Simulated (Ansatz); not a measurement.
**Cd: stiffness from a series of strains**

```
CELL_PARAMETERS angstrom
2.97887 0.00000 0.00000
-1.48944 2.57978 0.00000
0.00000 0.00000 5.61765
ATOMIC_POSITIONS crystal
Cd 0.33333 0.66667 0.25000
Cd 0.66667 0.33333 0.75000
```

Atom numbers follow the list: Cd1, Cd2.

The cell is COD entry 9008490, as deposited and not checked against the literature; nothing was relaxed.

Computed with DFT, PBE, all-electron LAPW, scalar-relativistic (Ansatz 0.2.0).

Settings: a Γ-centred 14×14×7 k mesh, Fermi–Dirac smearing of 0.05 eV, basis error target 0.25 meV/atom, no spin polarisation.

The strain is applied along the Cartesian axes of the cell as listed (the other components stay zero). Fractional coordinates are held (clamped ions).

σ is the change of stress from the unstrained cell, which is at 3.00 GPa; tension is positive, so slopes are stress–strain coefficients at that pressure. In a metal the k mesh adds noise.

Only quantities that a quadratic follows smoothly over the whole series are listed; rougher ones are left out.

```
    εzz  σzz (GPa)  σxx (GPa)
-0.0300      -1.64      -1.40
-0.0100      -0.55      -0.42
 0.0000       0.00       0.00
 0.0100       0.54       0.37
 0.0200       1.01       0.74
 0.0300       1.35       1.13
```

**Question.** Fit the series and read off the stiffness at zero strain.

**Answer.** Least-squares fits y = p0 + p1 x + p2 x² to the rows give σzz (GPa): p1 = 50.8, p2 = -170; σxx (GPa): p1 = 41.7, p2 = -140. So C33 = 51 GPa and C13 = 42 GPa, for these axes.

**Question.** One run, at εzz = -0.0200, is withheld. Predict its row.

**Answer.** The fits give -1.07, -0.90; the run gave -1.10, -0.89.
